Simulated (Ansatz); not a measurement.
The calculation used DFT PBE, scalar-relativistic, plane waves, PAW in Ansatz. All cells share a 420 eV cutoff and Γ-centred k meshes spaced at most about 0.3 Å⁻¹ (about 0.25 or finer for metals, 2π included). No spin polarisation.

Temperature and zero-point effects are left out.

Two relaxed structures of Cd2HgTe3:

A.

```
Cd Hg Te
1.0
     4.33636    0.00000    0.00000
    -2.16818    3.75539    0.00000
     0.00000    0.00000   10.64200
Cd Hg Te
2 1 3
Cartesian
  0.0000 2.5036 7.0949
  2.1682 1.2518 3.5471
  0.0000 0.0000 0.0000
  0.0000 0.0000 5.3210
  0.0000 2.5036 1.8158
  2.1682 1.2518 8.8262
```

B.

```
Cd Hg Te
1.0
    -2.16419    2.16419    9.24099
     2.16419   -2.16419    9.24099
     2.16419    2.16419   -9.24099
Cd Hg Te
2 1 3
Cartesian
  0.0000 0.0000 12.3245
  0.0000 0.0000 6.1575
  0.0000 0.0000 0.0000
  0.0000 0.0000 3.1388
  0.0000 0.0000 15.3432
  0.0000 0.0000 9.2410
```

Question: Which arrangement of the elements on these sites is preferred, and by what margin?

Answer: B is lower, by 7 meV/atom. The two share one framework of sites and differ in which element sits where. A has Cd and Hg ordered on rock salt sites, space group P-3m1 (No. 164), 28.9 Å³/atom and no gap on its mesh; B has Cd and Hg ordered on rock salt sites, space group I4/mmm (No. 139), 28.9 Å³/atom and no gap. Counting Te atoms around Cd and Hg (those within 1.25 times the shortest such distance or 1.15 times the sum of covalent radii, 1.27 where that leaves under three), A and B both have Cd 6, Hg 6. Both come from invented guesses. The lowest form computed isn't among them: it has Cd and Hg ordered on zinc blende sites, space group P3m1 (No. 156), 36.4 Å³/atom and lies 169 meV/atom below the best shown.

The k mesh leaves some 4 meV/atom of noise in the energy of each metallic cell. Spin–orbit coupling, which can matter for Hg and Te, is left out. Cells relaxed within their symmetry can be saddle points.
